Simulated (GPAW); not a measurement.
Crystal: Fe.

```
Fe
1.0
     0.00000    1.94174    1.96511
     1.49844    0.00000    1.96511
     1.49844    1.94174    0.00000
Fe
1
Direct
  0.00000 0.00000 0.00000
```

- Program: GPAW 26.7.0
- Task: relaxation of cell and atoms
- Functional: PBEsol
- Dispersion: D4
- Potentials or basis: PAW data sets generated in the run's folder for this functional
- Cutoff: 600 eV
- Basis: pw
- k mesh: 9 × 9 × 9
- Occupations: fermi-dirac, width 0.05 eV
- Spin: collinear spin, ferromagnetic start
- Starting moments: [3.0] μB

At the start: pressure -11.0 GPa; volume 11.44 Å³/atom.

Where does the relaxation end?

Over 8 steps the energy falls by 45.8 meV/atom and the volume is 10.81 Å³/atom (-5.5 %); space group Im-3m (No. 229, to 0.05 Å); moment 2.08 μB per cell.

The path:
| step | energy change (eV) | largest force (eV/Å) | pressure (GPa) | volume (Å³) |
| --- | --- | --- | --- | --- |
| 1 | 0.0000 | 0.0000 | -11.04 | 11.44 |
| 2 | -0.0233 | 0.0000 | -4.94 | 11.06 |
| 3 | -0.0337 | 0.0000 | 3.43 | 10.67 |
| 4 | -0.0375 | 0.0000 | 2.71 | 10.70 |
| 5 | -0.0451 | 0.0000 | -0.10 | 10.81 |
| 6 | -0.0458 | 0.0000 | -0.13 | 10.81 |
| 7 | -0.0458 | 0.0000 | 0.00 | 10.81 |
| 8 | -0.0458 | 0.0000 | 0.04 | 10.81 |

Final structure:
```
Fe
1.0
     0.00000    1.97026    1.96942
     1.39259    0.00000    1.96942
     1.39259    1.97026    0.00000
Fe
1
Cartesian
  0.0000 0.0000 0.0000
```

Caveat: each step starts from the last one's moments, so a moment once lost doesn't come back; later steps reuse the first step's grids; pairwise dispersion overbinds metals, which lowers pressure and volume.
